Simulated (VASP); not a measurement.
# CdSe (P6_3mc) in VASP: a series of runs

One crystal, CdSe, is run at these levels: PBEsol, LDA, PBE; tasks: relaxation of cell and atoms.

All numbers are computed with VASP 6.6.1; they aren't measurements. Logs are shortened: lines on timing, memory, paths and dates and some standing lists are left out, and cuts for length are marked.

### 1 Starting point

The structure is hexagonal, space group P6_3mc (No. 186). Conventional cell: a = 4.346 Å, b = 4.346 Å, c = 7.090 Å, α = 90.00°, β = 90.00°, γ = 120.00°. Around Cd (site symmetry 3m) lie 4 Se at 2.66 to 2.67 Å. Se (site symmetry 3m) has 4 Cd at 2.66 to 2.67 Å as nearest neighbours.

The cell is a database's computed one.

### 2 Relaxation of cell and atoms, PBEsol

File INCAR:

```
SYSTEM = CdSe
  PREC = Accurate
  ENCUT = 600
  EDIFF = 1E-7
  ISMEAR = 0
  SIGMA = 0.02
  LREAL = .False.
  LASPH = .True.
  NELM = 80
  ALGO = Normal
  ISIF = 3
  LWAVE = .False.
  LCHARG = .False.
  GGA = PS
  IBRION = 2
  NSW = 90
  EDIFFG = -0.005
```

File KPOINTS:

```
Automatic mesh
0
Gamma
  9 9 6
  0 0 0
```

File POSCAR:

```
CdSe
1.0
    4.3460853800      0.0000000000      0.0000000000
   -2.1730426900      3.7638203500      0.0000000000
    0.0000000000      0.0000000000      7.0898398800
Cd Se
2 2
Direct
    0.6666666700      0.3333333300      0.4999533600
    0.3333333300      0.6666666700      0.9999533600
    0.6666666700      0.3333333300      0.8759066400
    0.3333333300      0.6666666700      0.3759066400
```

Potentials or basis: VASP PAW PBE potentials, release 64 (Cd, Se).

Launch:

```console
> cat potpaw_PBE.64/Cd/POTCAR potpaw_PBE.64/Se/POTCAR > POTCAR
> mpirun -np 1 vasp_std > vasp.out
```

OUTCAR:

```text
SYSTEM = CdSe
   PREC = Accurate
   ENCUT = 600
   EDIFF = 1E-7
   ISMEAR = 0
   LREAL = .False.
   LASPH = .True.
   NELM = 80
   ISIF = 3
   GGA = PS
   IBRION = 2
   NSW = 90
   EDIFFG = -0.005

 ion  position               nearest neighbor table
   1  0.667  0.333  0.500-   4 2.66   4 2.66   4 2.66   3 2.67
   2  0.333  0.667  1.000-   3 2.66   3 2.66   3 2.66   4 2.67
   3  0.667  0.333  0.876-   2 2.66   2 2.66   2 2.66   1 2.67
   4  0.333  0.667  0.376-   1 2.66   1 2.66   1 2.66   2 2.67

  LATTYP: Found a hexagonal cell.
 ALAT       =     4.3460853800
 C/A-ratio  =     1.6313162904

  Lattice vectors:

 A1 = (   4.3460853800,   0.0000000000,   0.0000000000)
 A2 = (  -2.1730426900,   3.7638203500,   0.0000000000)
 A3 = (   0.0000000000,   0.0000000000,   7.0898398800)

Analysis of symmetry for initial positions (statically):
=====================================================================
 Subroutine PRICEL returns:
 Original cell was already a primitive cell.

 Routine SETGRP: Setting up the symmetry group for a
 hexagonal supercell.

 Subroutine GETGRP returns: Found 12 space group operations
 (whereof  6 operations were pure point group operations)
 out of a pool of 24 trial point group operations.

The static configuration has the point symmetry C_3v.
 The point group associated with its full space group is C_6v.

Analysis of symmetry for dynamics (positions and initial velocities):
=====================================================================
 Subroutine PRICEL returns:
 Original cell was already a primitive cell.

 Routine SETGRP: Setting up the symmetry group for a
 hexagonal supercell.

 Subroutine GETGRP returns: Found 12 space group operations
 (whereof  6 operations were pure point group operations)
 out of a pool of 24 trial point group operations.

The dynamic configuration has the point symmetry C_3v.
 The point group associated with its full space group is C_6v.

 Subroutine INISYM returns: Found 12 space group operations
 (whereof  6 operations are pure point group operations),
 and found     1 'primitive' translations

----------------------------------------------------------------------------------------

                                     Primitive cell

  volume of cell :     115.9748

  direct lattice vectors                    reciprocal lattice vectors
     4.346085380  0.000000000  0.000000000     0.230092120  0.132843747  0.000000000
    -2.173042690  3.763820350  0.000000000     0.000000000  0.265687495  0.000000000
     0.000000000  0.000000000  7.089839880     0.000000000  0.000000000  0.141046909

  length of vectors
     4.346085380  4.346085383  7.089839880     0.265687495  0.265687495  0.141046909

  position of ions in fractional coordinates (direct lattice)
     0.666666670  0.333333330  0.499953360
     0.333333330  0.666666670  0.999953360
     0.666666670  0.333333330  0.875906640
     0.333333330  0.666666670  0.375906640

  ion indices of the primitive-cell ions
   primitive index   ion index
                 1           1
                 2           2
                 3           3
                 4           4

----------------------------------------------------------------------------------------

 KPOINTS: Automatic mesh

Automatic generation of k-mesh.
 Grid dimensions read from file:
 generate k-points for:    9    9    6

 Generating k-lattice:

  Cartesian coordinates                     Fractional coordinates (reciprocal lattice)
     0.025565791  0.014760416  0.000000000     0.111111111 -0.000000000  0.000000000
     0.000000000  0.029520833  0.000000000     0.000000000  0.111111111  0.000000000
     0.000000000  0.000000000  0.023507818     0.000000000  0.000000000  0.166666667

  Length of vectors
     0.029520833  0.029520833  0.023507818

  Shift w.r.t. Gamma in fractional coordinates (k-lattice)
     0.000000000  0.000000000  0.000000000

 Subroutine IBZKPT returns following result:
 ===========================================

 Found     48 irreducible k-points:

 Following reciprocal coordinates:
            Coordinates               Weight
  0.000000  0.000000  0.000000      1.000000
  0.111111  0.000000  0.000000      6.000000
  0.222222  0.000000  0.000000      6.000000
  0.333333  0.000000  0.000000      6.000000
  0.444444  0.000000  0.000000      6.000000
  0.111111  0.111111  0.000000      6.000000
[... 16 lines left out ...]
  0.333333  0.222222  0.166667     24.000000
  0.333333  0.333333  0.166667      4.000000
 [... further k-points ...]
   k-points           NKPTS =     48   k-points in BZ     NKDIM =     48   number of bands    NBANDS=     22
   number of dos      NEDOS =    301   number of ions     NIONS =      4
   total plane-waves  NPLWV =  77760
   dimension x,y,z NGX =    36 NGY =   36 NGZ =   60
   dimension x,y,z NGXF=    72 NGYF=   72 NGZF=  120
   ions per type =               2   2
   NGX,Y,Z   is equivalent  to a cutoff of  13.77, 13.77, 14.07 a.u.
   NGXF,Y,Z  is equivalent  to a cutoff of  27.54, 27.54, 28.14 a.u.
 SYSTEM =  CdSe
   PREC   = accura    normal or accurate (medium, high low for compatibility)
   ISTART =      0    job   : 0-new  1-cont  2-samecut
   ICHARG =      2    charge: 1-file 2-atom 10-const
   ISPIN  =      1    spin polarized calculation?
   LNONCOLLINEAR =      F non collinear calculations
   LSORBIT =      F    spin-orbit coupling
   LASPH  =      T    aspherical Exc in radial PAW
   ENCUT  =  600.0 eV  44.10 Ry    6.64 a.u.   8.68  8.68 14.16*2*pi/ulx,y,z
   NELM   =     80;   NELMIN=  2; NELMDL= -5     # of ELM steps
   EDIFF  = 0.1E-06   stopping-criterion for ELM
   LREAL  =      F    real-space projection
   EDIFFG = -.5E-02   stopping-criterion for IOM
   NSW    =     90    number of steps for IOM
   IBRION =      2    ionic relax: 0-MD 1-quasi-New 2-CG
   NFREE  =      1    steps in history (QN), initial steepest desc. (CG)
   ISIF   =      3    stress and relaxation
   ISYM   =      2    0-nonsym 1-usesym 2-fastsym
   POTIM  = 0.5000    time-step for ionic-motion
   TEBEG  =    0.0;   TEEND  =   0.0 temperature during run
   PSTRESS=    0.0 pullay stress
   NELECT =      36.0000    total number of electrons
   NUPDOWN=      -1.0000    fix difference up-down
   EMIN   =  10.00;   EMAX   =-10.00  energy-range for DOS
   EFERMI =   0.00;   METHOD = LEGACY
   ISMEAR =     0;   SIGMA  =   0.02  broadening in eV -4-tet -1-fermi 0-gaus
   EFERMI_NEDOS =   21; number of points for ismear=-14 and -15
   IALGO  =     38    algorithm
   IMIX   =      4    mixing-type and parameters
     AMIX     =   0.40;   BMIX     =  1.00
     AMIX_MAG =   1.60;   BMIX_MAG =  1.00
  volume/ion in A,a.u.               =      28.99       195.66
  Fermi-wavevector in a.u.,A,eV,Ry     =   1.108463  2.094691 16.717341  1.228690
  Thomas-Fermi vector in A             =   2.244990
   LORBIT       =      0    0 simple, 1 ext, 2 COOP (PROOUT), +10 PAW based schemes
   GGA     = PS    functional components
   LHFCALC =     F    Hartree Fock is set to
   AEXX    =    0.0000 exact exchange contribution
   IVDW    =     0    specifies the selected vdW correction
   LEPSILON=     F    determine dielectric tensor
   LRPA    =     F    only Hartree local field effects (RPA)
 conjugate gradient relaxation of ions
 non-spin polarized calculation
 Gauss-broadening in eV      SIGMA  =   0.02
  energy-cutoff  :      600.00
  volume of cell :      115.97
 maximum number of plane-waves:      3903
 NGX is ok and might be reduce to    36
   NGX = 17   NGY = 17   NGZ = 29

--------------------------------------- Ionic step        1  -------------------------------------------

 number of electron      36.0000008 magnetization

 Free energy of the ion-electron system (eV)
  ---------------------------------------------------
  ext. energy  EPLUGINS =         0.00000000
  ---------------------------------------------------
  free energy    TOTEN  =       -12.34280257 eV

  energy without entropy =      -12.34280257  energy(sigma->0) =      -12.34280257

------------------------ aborting loop because EDIFF is reached ----------------------------------------

  FORCE on cell =-STRESS in cart. coord.  units (eV):
  Direction    XX          YY          ZZ          XY          YZ          ZX
  --------------------------------------------------------------------------------------
  -------------------------------------------------------------------------------------
  Total       -0.8691804     -0.8691804     -0.8725471      0.0000000     -0.0000000      0.0000000
  in kB      -12.0076207    -12.0076207    -12.0541312      0.0000000     -0.0000000      0.0000000
  external PRESSURE =     -12.0231242 kB  Pullay stress =       0.0000000 kB
[... 61 lines left out ...]
  energy  without entropy=      -12.3526776662  energy(sigma->0) =      -12.35267767

--------------------------------------- Ionic step        3  -------------------------------------------

 number of electron      36.0000000 magnetization

 Free energy of the ion-electron system (eV)
  ---------------------------------------------------
  ext. energy  EPLUGINS =         0.00000000
  ---------------------------------------------------
  free energy    TOTEN  =       -12.35361155 eV

  energy without entropy =      -12.35361155  energy(sigma->0) =      -12.35361155

 E-fermi :   0.9105     XC(G=0):  -9.0652

 val. band max:        0.7704604893   @ k =   0.0000   0.0000   0.0000
 cond. band min:       1.3002500599   @ k =   0.0000   0.0000   0.0000
 fundamental gap:      0.5297895705
 Fermi energy:         0.9105337348

 k-point     1 :       0.0000    0.0000    0.0000
  band No.  band energies     occupation
      1     -11.8280      2.00000
      2     -11.4477      2.00000
      3      -7.1163      2.00000
      4      -7.1105      2.00000
      5      -7.1105      2.00000
      6      -7.0432      2.00000
[... 574 lines left out ...]
      6      -6.8842      2.00000
[... 14 lines left out ...]
     21       5.2378      0.00000
     22       7.2892      0.00000

 [... further k-points ...]

------------------------ aborting loop because EDIFF is reached ----------------------------------------

  FORCE on cell =-STRESS in cart. coord.  units (eV):
  Direction    XX          YY          ZZ          XY          YZ          ZX
  --------------------------------------------------------------------------------------
  -------------------------------------------------------------------------------------
  Total        0.0010423      0.0010423      0.0035059      0.0000000      0.0000000      0.0000000
  in kB        0.0147566      0.0147566      0.0496380      0.0000000      0.0000000      0.0000000
  external PRESSURE =       0.0263838 kB  Pullay stress =       0.0000000 kB
[... 19 lines left out ...]
  FREE ENERGIE OF THE ION-ELECTRON SYSTEM (eV)
  ---------------------------------------------------
  free  energy   TOTEN  =       -12.3536115491 eV

  energy  without entropy=      -12.3536115491  energy(sigma->0) =      -12.35361155

 reached required accuracy - stopping structural energy minimisation
```

It took 2.2 min on 1 thread of Intel Xeon 6975P-C (Granite Rapids), shared host; peak memory 0.37 GiB.

Results:

```
Free energy                            : -12.3536 eV
Relaxed volume                         : 28.29 Å³/atom
Relaxed cell                           : a = 4.311 Å, b = 4.311 Å, c = 7.032 Å, α = 90.00°, β = 90.00°, γ = 120.00°
Space group after relaxing (to 0.05 Å) : P6_3mc (No. 186)
Energy gained by relaxing              : 2.7 meV/atom
Ionic steps                            : 3
Pressure after relaxing                : 0.0 GPa
Largest force after relaxing           : 0.004 eV/Å
Band gap on the k mesh                 : 0.53 eV, direct
```

Forces in eV/Å, atoms in the order of the input:
```
Cd   0.000  0.000  0.004
Cd   0.000  0.000  0.004
Se   0.000  0.000 -0.004
Se   0.000  0.000 -0.004
```

Step by step:
```tsv
step	energy change (eV)	largest force (eV/Å)	pressure (GPa)	volume (Å³)
1	0.0000	0.0022	-1.20	115.97
2	-0.0099	0.0046	0.38	112.36
3	-0.0108	0.0039	0.00	113.16
```

Final structure:
```
CELL_PARAMETERS angstrom
4.31069 0.00000 0.00000
-2.15535 3.73317 0.00000
0.00000 0.00000 7.03188
ATOMIC_POSITIONS crystal
Cd 0.66667 0.33333 0.49996
Cd 0.33333 0.66667 0.99996
Se 0.66667 0.33333 0.87590
Se 0.33333 0.66667 0.37590
```

Caveat: the PAW data sets were made with another functional, which shifts forces and pressure a little.

### 3 Relaxation of cell and atoms, LDA

INCAR: that of step 2 with these lines changed.

```diff
@@ -13,3 +13,3 @@
   LCHARG = .False.
-  GGA = PS
+  GGA = CA
   IBRION = 2
```

KPOINTS is that of step 2.

POSCAR is that of step 2.

Potentials or basis: VASP PAW LDA potentials, release 64 (Cd, Se).

Launch:

```console
> cat potpaw_LDA.64/Cd/POTCAR potpaw_LDA.64/Se/POTCAR > POTCAR
> mpirun -np 1 vasp_std > vasp.out
```

Wall time 4 min (1 thread of Intel Xeon 6975P-C (Granite Rapids), shared host); peak memory 0.32 GiB.

It converged, with:

```yaml
Free_energy: -13.5215 eV
Relaxed_volume: 27.32 Å³/atom
Relaxed_cell: a = 4.259 Å, b = 4.259 Å, c = 6.956 Å, α = 90.00°, β = 90.00°, γ = 120.00°
Space_group_after_relaxing_to_0.05_Å: P6_3mc (No. 186)
Energy_gained_by_relaxing: 16.4 meV/atom
Ionic_steps: 8
Pressure_after_relaxing: 0.0 GPa
Band_gap_on_the_k_mesh: 0.48 eV, direct
```

The path:
```tsv
step	energy change (eV)	largest force (eV/Å)	pressure (GPa)	volume (Å³)
1	0.0000	0.0013	-2.98	115.97
2	-0.0580	0.0123	1.19	107.16
3	-0.0657	0.0090	0.00	109.28
4	-0.0657	0.0088	-0.06	109.41
5	-0.0657	0.0058	-0.06	109.41
6	-0.0657	0.0033	-0.06	109.40
7	-0.0658	0.0015	-0.03	109.35
8	-0.0658	0.0013	0.01	109.27
```

Final structure:
```yaml
crystal:
  lattice:
    - [4.25895, 0.00000, 0.00000]
    - [-2.12948, 3.68836, 0.00000]
    - [0.00000, 0.00000, 6.95618]
  atoms:
    - { symbol: Cd, position: [0.66667, 0.33333, 0.50018] }
    - { symbol: Cd, position: [0.33333, 0.66667, 0.00018] }
    - { symbol: Se, position: [0.66667, 0.33333, 0.87568] }
    - { symbol: Se, position: [0.33333, 0.66667, 0.37568] }
```

Levels at points of the mesh, in eV from the valence-band top:
| k point | band 16 | band 17 | band 18 | band 19 | band 20 | band 21 |
| --- | --- | --- | --- | --- | --- | --- |
| (0.00, 0.00, 0.00) | -0.06 | 0.00 | 0.00 | 0.48 | 2.04 | 5.72 |
| (0.00, 0.00, 0.50) | -0.43 | -0.43 | -0.43 | 2.24 | 2.24 | 5.72 |

### 4 Relaxation of cell and atoms, PBE

INCAR: that of step 3 with these lines changed.

```diff
@@ -13,3 +13,3 @@
   LCHARG = .False.
-  GGA = CA
+  GGA = PE
   IBRION = 2
```

KPOINTS is that of step 3.

POSCAR is that of step 3.

Potentials or basis: VASP PAW PBE potentials, release 64 (Cd, Se).

Launch:

```console
> cat potpaw_PBE.64/Cd/POTCAR potpaw_PBE.64/Se/POTCAR > POTCAR
> mpirun -np 1 vasp_std > vasp.out
```

Wall time 2.1 min (1 thread of Intel Xeon 6975P-C (Granite Rapids), shared host); peak memory 0.37 GiB.

The run converged. Its results:

```
Free energy                            : -10.9942 eV
Relaxed volume                         : 29.89 Å³/atom
Relaxed cell                           : a = 4.390 Å, b = 4.390 Å, c = 7.163 Å, α = 90.00°, β = 90.00°, γ = 120.00°
Space group after relaxing (to 0.05 Å) : P6_3mc (No. 186)
Energy gained by relaxing              : 4.0 meV/atom
Ionic steps                            : 3
Pressure after relaxing                : 0.0 GPa
Band gap on the k mesh                 : 0.53 eV, direct
```

The path:
| step | energy change (eV) | largest force (eV/Å) | pressure (GPa) | volume (Å³) |
| --- | --- | --- | --- | --- |
| 1 | 0.0000 | 0.0053 | 1.47 | 115.97 |
| 2 | -0.0151 | 0.0010 | -0.33 | 120.49 |
| 3 | -0.0160 | 0.0016 | 0.00 | 119.58 |

Final structure:
```xyz
4
Lattice="4.3905 0.0000 0.0000 -2.1952 3.8023 0.0000 0.0000 0.0000 7.1630" Properties=species:S:1:pos:R:3 pbc="T T T"
Cd    2.1952    1.2674    3.5814
Cd    0.0000    2.5348    7.1629
Se    2.1952    1.2674    6.2739
Se    0.0000    2.5348    2.6924
```

Levels at points of the mesh, in eV from the valence-band top:
```
           k point  band 14  band 15  band 16  band 17  band 18  band 19  band 20  band 21  band 22
(0.00, 0.00, 0.00)    -0.68    -0.68    -0.04     0.00     0.00     0.53     2.13     5.85     5.85
(0.00, 0.00, 0.50)    -2.51    -0.36    -0.36    -0.36    -0.36     2.25     2.25     5.76     5.76
```

A hybrid or GW would open this gap; PBE tends to underestimate it.

### 5 Overview

```csv
level,potentials or basis,gap on the mesh (eV),pressure (GPa),relaxed volume (Å³/atom)
PBEsol,"VASP PAW PBE potentials, release 64 (Cd, Se)",0.53,0.0,28.29
LDA,"VASP PAW LDA potentials, release 64 (Cd, Se)",0.48,0.0,27.32
PBE,"VASP PAW PBE potentials, release 64 (Cd, Se)",0.53,0.0,29.89
```

Alike in all rows: task relaxation of cell and atoms; no spin polarisation; cell relaxed; k mesh 9 × 9 × 6; cutoff (eV) 600; smearing gaussian 0.02 eV.

Caveats: the PAW data sets were made with another functional, which shifts forces and pressure a little (some runs).

Absolute energies hang on the potentials; compare differences alone.
